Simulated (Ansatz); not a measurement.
Given:

CaF2 (fluorite, space group No. 225), a = 5.4392 Å, b = 5.4392 Å, c = 5.4392 Å, α = 90.00°, β = 90.00°, γ = 90.00°; the cell used has 3 atoms.

This is the r²SCAN-relaxed structure.

Q: All from the program Ansatz at the r²SCAN level (PAW), unless another level is named. Give the band gap.

A: 8.03 eV (indirect).

Q: Predict the smallest direct gap on the standard path.

A: 8.29 eV.

Q: What about the conduction-band minimum?

A: at Γ.

Space group Fm-3m (fluorite). The cell was relaxed with r²SCAN under the symmetry of its start.

Potentials: the later of the program's two PAW sets.
